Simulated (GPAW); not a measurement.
# Ag (P6_3/mmc) in GPAW: settings compared

Aim: see how the results for Ag move with the level of theory and the settings. Levels: PBEsol, LDA. Tasks: band structure, equation of state.

All numbers are computed with GPAW 26.7.0; they aren't measurements. Logs are shortened: lines on timing, memory, paths and dates and some standing lists are left out, and cuts for length are marked. The log counts tension as positive stress, the text compression.

### 1 Starting point

Symmetry: P6_3/mmc, No. 194, hexagonal system. Conventional cell: a = 2.930 Å, b = 2.930 Å, c = 4.790 Å, α = 90.00°, β = 90.00°, γ = 120.00°. Ag (site symmetry -6m2) is surrounded by 12 Ag at 2.93 Å.

This isn't the form of Ag at room conditions, which is fcc.

### 2 Band structure, PBEsol

run.py reads:

```python
from ase import Atoms
from ase.dft.bandgap import bandgap
from ase.io import write
from ase.units import GPa
from gpaw import GPAW, PW, setup_paths

setup_paths.insert(0, '.')

atoms = Atoms(['Ag', 'Ag'],
              cell=[[2.93, 0.0, 0.0],
                    [-1.465, 2.5374544331, 0.0],
                    [0.0, 0.0, 4.79]],
              scaled_positions=[[0.6666666667, 0.3333333333, 0.75],
                                [0.3333333333, 0.6666666667, 0.25]],
              pbc=True)

calc = GPAW(mode=PW(600),
            xc='PBEsol',
            kpts={'size': (8, 8, 5), 'gamma': True},
            occupations={'name': 'fermi-dirac', 'width': 0.05},
            nbands=31,
            convergence={'density': 1e-05, 'energy': 1e-05},
            maxiter=150,
            txt='gpaw.txt')
atoms.calc = calc
energy = atoms.get_potential_energy()
forces = atoms.get_forces()
stress = atoms.get_stress()
calc.write('gs.gpw')
write('result.traj', atoms)
print(f'Energy: {energy:.6f} eV')
print('Forces (eV/A):')
print(forces.round(4))
print('Stress (GPa):', (stress / GPa).round(3))
print('Fermi level:', round(calc.get_fermi_level(), 4), 'eV')
print(f'Gap: {bandgap(calc)[0]:.4f} eV, direct: {bandgap(calc, direct=True)[0]:.4f} eV')

path = atoms.cell.bandpath('GMKGALHA,LM,KH', npoints=60, eps=1e-4)
bs_calc = calc.fixed_density(kpts=path, symmetry='off', nbands=44,
                             convergence={'bands': 'CBM+6.0', 'eigenstates': 1e-6}, txt='bands.txt')
bs = bs_calc.band_structure()
bs.write('bs.json')
print(f'Gap on the path: {bandgap(bs_calc)[0]:.4f} eV')
```

Potentials or basis: PAW data sets generated in the run's folder for this functional, pw.

The run is started by

```sh
$ gpaw-setup -f PBEsol Ag
$ OMP_NUM_THREADS=1 python run.py
```

gpaw.txt:

```text
__  _  _
 | _ |_)|_||  |
 |__||  | ||/\| - 26.7.0

Input parameters:
  mode=PW(ecut=600.0),
  convergence={'density': 1e-05, 'energy': 1e-05},
  kpts=MonkhorstPack(size=(8, 8, 5), gamma=True),
  maxiter=150,
  nbands=31,
  occupations=Occupations(name='fermi-dirac', width=0.05),
  xc=XC(name='PBEsol')

Diagonalizing LCAO Hamiltonian
Converting LCAO to pw mode

          Ag

        Ag

Atoms  # Å, Bohr magnetons
|   | symbol |         x |        y |        z |    initial magnetic moments |
|---|--------|-----------|----------|----------|-----------------------------|
| 0 |     Ag |  1.465000 | 0.845818 | 3.592500 | ( 0.0000,  0.0000,  0.0000) |
| 1 |     Ag | -0.000000 | 1.691636 | 1.197500 | ( 0.0000,  0.0000,  0.0000) |

Unit cell  # Å
| periodic |         x |        y |        z |  lengths |     angles |
|----------|-----------|----------|----------|----------|------------|
|      yes |  2.930000 | 0.000000 | 0.000000 | 2.930000 |  90.000000 |
|      yes | -1.465000 | 2.537454 | 0.000000 | 2.930000 |  90.000000 |
|      yes |  0.000000 | 0.000000 | 4.790000 | 4.790000 | 120.000000 |

Number of symmetries: 12
Symmetry operations  # r_c * U_cc + t_c -> r_c
|    | kind |            matrix            |
|----|------|------------------------------|
|  0 |  σ   |  1, 1, 0,  0,-1, 0,  0, 0, 1 |
|  1 |  S6  |  1, 1, 0, -1, 0, 0,  0, 0,-1 |
|  2 |  E   |  1, 0, 0,  0, 1, 0,  0, 0, 1 |
|  3 |  C2  |  1, 0, 0, -1,-1, 0,  0, 0,-1 |
|  4 |  C2  |  0, 1, 0,  1, 0, 0,  0, 0,-1 |
|  5 |  C3  |  0, 1, 0, -1,-1, 0,  0, 0, 1 |
|  6 |  S6  |  0,-1, 0,  1, 1, 0,  0, 0,-1 |
|  7 |  σ   |  0,-1, 0, -1, 0, 0,  0, 0, 1 |
|  8 |  σ   | -1, 0, 0,  1, 1, 0,  0, 0, 1 |
|  9 |  i   | -1, 0, 0,  0,-1, 0,  0, 0,-1 |
| 10 |  C3  | -1,-1, 0,  1, 0, 0,  0, 0, 1 |
| 11 |  C2  | -1,-1, 0,  0, 1, 0,  0, 0,-1 |

BZ-sampling:
  Number of BZ points: 320
  Number of IBZ points: 40

  Monkhorst-Pack size: [8, 8, 5]
  Monkhorst-Pack shift: [0.0625, 0.0625, 0.0]

K-points  # in reciprocal-cell coordinates
|     |                                coordinates |     weight |
|-----|--------------------------------------------|------------|
|   0 | (  0.00000000,   0.00000000,   0.00000000) | 0.00312500 |
|   1 | (  0.00000000,   0.00000000,   0.20000000) | 0.00625000 |
|   2 | (  0.00000000,   0.00000000,   0.40000000) | 0.00625000 |
|   3 | (  0.12500000,   0.00000000,  -0.40000000) | 0.01875000 |
|   4 | (  0.12500000,   0.00000000,  -0.20000000) | 0.01875000 |
|   5 | (  0.12500000,   0.00000000,   0.00000000) | 0.01875000 |
|   6 | (  0.12500000,   0.00000000,   0.20000000) | 0.01875000 |
|   7 | (  0.12500000,   0.00000000,   0.40000000) | 0.01875000 |
|   8 | (  0.25000000,  -0.12500000,   0.00000000) | 0.01875000 |
|   9 | (  0.25000000,  -0.12500000,   0.20000000) | 0.03750000 |
| ... |                                            |            |
|  39 | (  0.50000000,   0.50000000,   0.40000000) | 0.01875000 |

Plane wave coefficients: 1200
Cutoff: 600.0 eV

Spin-components: 1 (collinear spins)
Bands:           31
Projectors:      12
Spin-degeneracy: 2
Datatype:        complex128

Parallelization:
  kpt:    1
  domain: 1
  band:   1

Density:
  Valence electrons: 34.0
  Components: 1
  Grid points: [18 18 28]
  Charge: 0.0  # |e|

Potential:
  Grid points: [18 18 28]

species:
  Ag:
    name:    Silver
    Z:       47.0
    valence: 17
    core:    30
    charge:  0.0  # [|e|]
    compensation charges:
      type: gauss
      rc: 0.40  # [Å]
      lmax: 2
    cutoffs:
      filter: 2.35  # [Å]
      core: 2.19  # [Å]
    projectors
    | kind |    occ | energy [eV] | rcut [Å] |
    |------|--------|-------------|----------|
    |   5s |  1.000 |      -4.417 |    1.286 |
    |   4p |  6.000 |     -58.524 |    1.328 |
    |   5p |  0.000 |      -0.670 |    1.328 |
    |   4d | 10.000 |      -7.455 |    1.180 |
    |    s |        |      22.795 |    1.286 |
    |    d |        |      19.756 |    1.180 |

    Using partial waves for Ag as LCAO basis

Reference energy: -289057.935154  # eV

eigensolver:
  PPCG
  Converge bands: occupied
  niter=2

density mixing:
  MSR1-Mixer
  Pratt-step length: 0.05
  Maximum mixing coefficient: 0.75
  Old densities: 10
  SVD Regularization: 0.005
  Good broyden scale: 1.0
  Trust region scale: 1.0
  Backstep threshold: 4.0
  History deletion threshold: 6.0
  Fourier metric: weight=20.0, sigma=0.015

occupation numbers:
  Fermi-Dirac:
    width: 0.0500  # eV

poisson solver:
  ecut: 4800.0  # eV

xc functional:
  name: PBEsol with 2 nearest neighbor stencil

convergence criteria:
- Maximum integral of absolute [dens]ity change: 1e-05 electrons / valence electron
- Maximum [total energy] change in last 3 cyles: 1e-05 eV / valence electron
- Maximum integral of absolute [eigenst]ate change: 4e-08 eV^2 / valence electron
maximum number of iterations: 150

SCF iterations
|iter     | |      energy | eigst |  dens |
|---------|-|-------------|-------|-------|
|iter:   1| |   -7.354120 | -0.58 |       |
|iter:   2| |   -7.215429 | -3.29 | -1.30 |
|iter:   3| |   -6.814365 | -2.88 | -1.35 |
|iter:   4| |   -6.808437 | -4.18 | -2.11 |
|iter:   5| |   -6.806562 | -4.29 | -2.39 |
|iter:   6| |   -6.806568 | -6.84 | -3.96 |
|iter:   7| |   -6.806569c| -7.20 | -4.21 |
|iter:   8| |   -6.806569c| -8.45c| -5.19c|

Converged in 8 steps
Energy contributions relative to reference atoms: (reference = -289057.935154)

Energy contributions:
  Kinetic:          -8.859892
  Coulomb:           5.497845
  Zero:              0.353138
  External:          0.000000
  Xc:               -3.795752
  Entropy:          -0.003815
  Spinorbit:         0.000000
  ----------------------------
  Free energy:      -6.808477
  Extrapolated:     -6.806569

dipole moment: (0.000000, 0.000001, 0.000001)  # |e|*Ang

Fermi level: 7.519
Eigenvalues  # (at kpt = [0.000, 0.000, 0.000])
| band index |      eig [eV] | occ [0-2] |
|------------|---------------|-----------|
|          0 |       -47.820 |     2.000 |
|        ... |               |           |
|         10 |         3.002 |     2.000 |
|         11 |         3.225 |     2.000 |
|         12 |         3.225 |     2.000 |
|         13 |         3.553 |     2.000 |
|         14 |         3.553 |     2.000 |
|         15 |         4.508 |     2.000 |
[... 8 lines left out ...]
|         24 |        27.567 |     0.000 |
|         25 |        27.567 |     0.000 |
|        ... |               |           |
|         30 |        32.339 |     0.000 |

No gap
No difference between direct/indirect transitions

Forces  # eV/Ang
|        x |       y |        z |
|----------|---------|----------|
| -0.00000 | 0.00000 | -0.00001 |  # Ag   0
| -0.00000 | 0.00000 |  0.00001 |  # Ag   1

Stress tensor  # eV/Ang^3
|        x |        y |        z |
|----------|----------|----------|
| 0.033411 | 0.000000 | 0.000000 |
| 0.000000 | 0.033411 | 0.000000 |
| 0.000000 | 0.000000 | 0.043152 |

# Writing to gs.gpw (mode='')
```

bands.txt:

```text
Diagonalizing LCAO Hamiltonian
Converting LCAO to pw mode
convergence criteria:
- Maximum integral of absolute [eigenst]ate change: 1e-06 eV^2 / valence electron
maximum number of iterations: 150

SCF iterations
|iter     | |      energy | eigst |  dens |
|---------|-|-------------|-------|-------|
|iter:   1| |             | +0.08 |       |
[... 64 lines left out ...]
         [0.5       , 0.        , 0.125     ],
         [0.5       , 0.        , 0.        ],
         [0.33333333, 0.33333333, 0.        ],
         [0.33333333, 0.33333333, 0.1       ],
         [0.33333333, 0.33333333, 0.2       ],
         [0.33333333, 0.33333333, 0.3       ],
         [0.33333333, 0.33333333, 0.4       ],
         [0.33333333, 0.33333333, 0.5       ]])),
  maxiter=150,
  nbands=44,
  occupations=Occupations(name='fermi-dirac', width=0.05),
  symmetry=Symmetry(point_group=False, time_reversal=False),
  xc=XC(name='PBEsol')
```

Wall time 57 s (1 thread of Arm Neoverse V1, shared host); peak memory 0.25 GiB.

Results:

```
Free energy             : -6.8085 eV
Pressure                : -5.9 GPa
Band gap along the path : none (metal or under the smearing width)
```

Levels at the corners of the path, in eV from the Fermi level:
```csv
point,band 15,band 16,band 17,band 18,band 19,band 20
Γ,-3.97,-3.01,-3.01,-0.40,3.34,15.60
M,-2.83,-2.75,0.07,1.43,6.62,6.90
K,-3.14,-3.04,2.97,2.97,3.04,8.95
Γ,-3.97,-3.01,-3.01,-0.40,3.34,15.60
A,-3.31,-3.31,-3.31,-3.31,10.77,10.77
L,-2.80,-2.80,0.72,0.72,4.33,4.33
H,-2.97,-2.97,3.93,3.93,5.40,5.40
A,-3.31,-3.31,-3.31,-3.31,10.77,10.77
L,-2.80,-2.80,0.72,0.72,4.33,4.33
M,-2.83,-2.75,0.07,1.43,6.62,6.90
K,-3.14,-3.04,2.97,2.97,3.04,8.95
H,-2.97,-2.97,3.93,3.93,5.40,5.40
```

### 3 Band structure, LDA

run.py: that of step 2 with these lines changed.

```diff
@@ -4,5 +4,3 @@
 from ase.units import GPa
-from gpaw import GPAW, PW, setup_paths
-
-setup_paths.insert(0, '.')
+from gpaw import GPAW, PW
 
@@ -17,3 +15,3 @@
 calc = GPAW(mode=PW(600),
-            xc='PBEsol',
+            xc='LDA',
             kpts={'size': (8, 8, 5), 'gamma': True},
```

Potentials or basis: the program's PAW data sets (release 1.2.1) made for this functional, pw.

The run is started by

```sh
$ OMP_NUM_THREADS=1 python run.py
```

Wall time 53 s (1 thread of Arm Neoverse V1, shared host); peak memory 0.25 GiB.

Results (log left out):

```yaml
Free_energy: -7.7016 eV
Pressure: -10.2 GPa
Band_gap_along_the_path: none (metal or under the smearing width)
```

Stress tensor (GPa, compression positive):
```
 -9.72   0.00   0.00
  0.00  -9.72   0.00
  0.00   0.00 -11.22
```

Levels at the corners of the path, in eV from the Fermi level:
| point | band 15 | band 16 | band 17 | band 18 | band 19 | band 20 |
| --- | --- | --- | --- | --- | --- | --- |
| Γ | -3.96 | -3.00 | -3.00 | -0.38 | 3.29 | 15.68 |
| M | -2.82 | -2.74 | 0.09 | 1.41 | 6.57 | 6.89 |
| K | -3.13 | -3.03 | 2.93 | 2.93 | 3.07 | 8.93 |
| Γ | -3.96 | -3.00 | -3.00 | -0.38 | 3.29 | 15.68 |
| A | -3.30 | -3.30 | -3.30 | -3.30 | 10.76 | 10.76 |
| L | -2.79 | -2.79 | 0.73 | 0.73 | 4.28 | 4.28 |
| H | -2.96 | -2.96 | 3.93 | 3.93 | 5.43 | 5.43 |
| A | -3.30 | -3.30 | -3.30 | -3.30 | 10.76 | 10.76 |
| L | -2.79 | -2.79 | 0.73 | 0.73 | 4.28 | 4.28 |
| M | -2.82 | -2.74 | 0.09 | 1.41 | 6.57 | 6.89 |
| K | -3.13 | -3.03 | 2.93 | 2.93 | 3.07 | 8.93 |
| H | -2.96 | -2.96 | 3.93 | 3.93 | 5.43 | 5.43 |

### 4 Equation of state, LDA

run.py reads:

```python
from ase import Atoms
from ase.eos import EquationOfState
from ase.io import Trajectory
from ase.units import GPa
from gpaw import GPAW, PW

atoms = Atoms(['Ag', 'Ag'],
              cell=[[2.93, 0.0, 0.0],
                    [-1.465, 2.5374544331, 0.0],
                    [0.0, 0.0, 4.79]],
              scaled_positions=[[0.6666666667, 0.3333333333, 0.75],
                                [0.3333333333, 0.6666666667, 0.25]],
              pbc=True)

traj = Trajectory('eos.traj', 'w')
volumes, energies = [], []
for x in [0.94, 0.96, 0.98, 1.0, 1.02, 1.04, 1.06]:
    a = atoms.copy()
    a.set_cell(atoms.cell * x**(1 / 3), scale_atoms=True)
    calc = GPAW(mode=PW(600),
                xc='LDA',
                kpts={'size': (8, 8, 5), 'gamma': True},
                occupations={'name': 'fermi-dirac', 'width': 0.05},
                nbands=31,
                convergence={'density': 1e-05, 'energy': 1e-05},
                maxiter=150,
                txt=f'eos-{x:.2f}.txt')
    a.calc = calc
    energies.append(a.get_potential_energy(force_consistent=True))
    volumes.append(a.get_volume())
    p = -a.get_stress()[:3].mean() / GPa
    calc.write(f'eos-{x:.2f}.gpw')
    traj.write(a)
    print(f'{x:.2f} {volumes[-1]:10.4f} A^3 {energies[-1]:14.6f} eV {p:9.3f} GPa', flush=True)

v0, e0, B = EquationOfState(volumes, energies, eos='birchmurnaghan').fit()
print(f'V0 = {v0:.4f} A^3, E0 = {e0:.6f} eV, B0 = {B / GPa:.2f} GPa')
```

The run is started by

```sh
$ OMP_NUM_THREADS=1 python run.py
```

Run time: 3.1 min. Hardware: 1 thread of Arm Neoverse V1, shared host; peak memory 0.31 GiB.

It converged, with:

```yaml
Equilibrium_volume: "16.13 Å³/atom (rough: see the caveat)"
Bulk_modulus_at_fixed_shape_and_positions: 136 GPa (rough)
```

Energy against volume, from the lowest point:
| volume (Å³/atom) | energy (meV/atom) |
| --- | --- |
| 16.738 | 0.00 |
| 17.094 | 12.62 |
| 17.450 | 29.71 |
| 17.806 | 50.64 |
| 18.162 | 74.86 |
| 18.518 | 101.90 |
| 18.875 | 131.33 |

Caveat: the minimum lies outside the volumes run; the cell was scaled at fixed shape and fractional positions, which overstates the stiffness of a crystal with free parameters, most of all of layers and chains.

### 5 The runs side by side

```csv
task,level,potentials or basis,band path,band points,pressure (GPa)
band structure,PBEsol,"PAW data sets generated in the run's folder for this functional, pw","GMKGALHA,LM,KH",60,-5.9
band structure,LDA,"the program's PAW data sets (release 1.2.1) made for this functional, pw","GMKGALHA,LM,KH",60,-10.2
equation of state,LDA,"the program's PAW data sets (release 1.2.1) made for this functional, pw",-,-,-
```

Alike in all rows: no spin polarisation; cell as given; k mesh 8 × 8 × 5; cutoff (eV) 600; smearing fermi-dirac 0.05 eV.

Caveats: the minimum lies outside the volumes run (some runs); the cell was scaled at fixed shape and fractional positions, which overstates the stiffness of a crystal with free parameters, most of all of layers and chains (some runs).

Absolute energies hang on the potentials; compare differences alone.
